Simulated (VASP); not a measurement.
**HgTe (Coloradoite) under changes of volume**

One of the cells (34.638 Å³/atom); the others are scaled copies at fixed shape and fractional positions:

```
Hg Te
1.0
     0.00000    3.25974    3.25974
     3.25974    0.00000    3.25974
     3.25974    3.25974    0.00000
Hg Te
1 1
Cartesian
  0.0000 0.0000 0.0000
  4.8896 4.8896 4.8896
```

* Program: VASP 6.6.1
* Functional: PBEsol
* Potentials or basis: VASP PAW PBE potentials, release 64 (Hg, Te)
* Cutoff: 520 eV
* k mesh: 6 × 6 × 6
* Occupations: fermi-dirac, width 0.05 eV
* Spin: no spin polarisation

```tsv
volume (Å³/atom)	energy over the lowest point (meV/atom)	pressure (GPa)
33.252	8.01	1.9
33.945	1.95	0.9
34.638	0.00	0.0
35.330	1.66	-0.8
36.023	?	?
```

**Question.** What does the run at 36.023 Å³/atom give?

**Answer.** Energy over the lowest point 6.54 meV/atom; pressure -1.5 GPa.

Worked out: A Birch-Murnaghan fit of order 2 (a polynomial in V^(-2/3)) to the other rows has its minimum at 34.65 Å³/atom with B0 = V·E''(V) = 42 GPa. It gives 6.67 meV/atom at 36.023 Å³/atom, against the run's 6.54, and -dE/dV = -1.5 GPa, against -1.5.

Energies are extrapolated to zero smearing.

Caveats: the PAW data sets were made with another functional, which shifts forces and pressure a little.
